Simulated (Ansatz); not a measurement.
# AlAu: the cost of one run

Computed with Ansatz 0.2.0 (DFT PBEsol, scalar-relativistic, plane waves, PAW, unless a step's input says otherwise).

1 further run of the same task is left out (set aside as unsound or not needed). Runs told in other sessions of the task aren't counted.

## (1) Starting point

Symmetry: R-3m, No. 166, trigonal system. Conventional cell: a = 2.917 Å, b = 2.917 Å, c = 26.553 Å, α = 90.00°, β = 90.00°, γ = 120.00°. Around Al (site symmetry 3m) lie 3 Ag at 2.72 Å and 9 Al at 2.80 to 2.92 Å. Ag (site symmetry 3m) has 3 Al at 2.72 Å and 9 Ag at 2.89 to 2.92 Å in its first shell of neighbours.

As a file:

```
CELL_PARAMETERS angstrom
1.45856 0.84210 8.85115
-1.45856 0.84210 8.85115
0.00000 -1.68420 8.85115
ATOMIC_POSITIONS crystal
Al 0.37554 0.37554 0.37554
Al 0.62446 0.62446 0.62446
Ag 0.87749 0.87749 0.87749
Ag 0.12251 0.12251 0.12251
```

It is the result of an earlier relaxation at this level (volume 16.31 Å³/atom; gap on the mesh: none (metal)).

## (2) Ag → Au: the starting cell

AlAu starts from the relaxed positions of AlAg, with all lengths scaled by 0.977, a guess from tabulated radii.

## (3) Quick check of gap, pressure and forces (AlAu)

File input.yaml:

```yaml
crystal:
  lattice:
    - [1.4252315774, 0.8228578349, 8.6489016109]
    - [-1.4252315774, 0.8228578349, 8.6489016109]
    - [0.0, -1.6457156697, 8.6489016109]
  atoms:
    - { symbol: Al, position: [0.3755384223, 0.3755384223, 0.3755384223] }
    - { symbol: Al, position: [0.6244615777, 0.6244615777, 0.6244615777] }
    - { symbol: Au, position: [0.8774890294, 0.8774890294, 0.8774890294] }
    - { symbol: Au, position: [0.1225109706, 0.1225109706, 0.1225109706] }
basis:
  ecutwfc: 420
kpoints:
  mp_grid: { grid: [6, 6, 6] }
hamiltonian:
  xc: pbesol
scf:
  occupations: { method: gaussian, width: 0.1 }
output:
  forces: true
  stress: true
  eigenvalues: true
```

Started as:

```
$ ansatz run input.yaml --threads 1 --pin off --max-ram 2560MiB --backend cpu --events-out ev --progress --plain --runs-dir out
```

Q: Estimate wall time and peak memory on 1 thread of Arm Neoverse V1, shared host.

About 2.9 s, with a peak of 0.33 GiB.
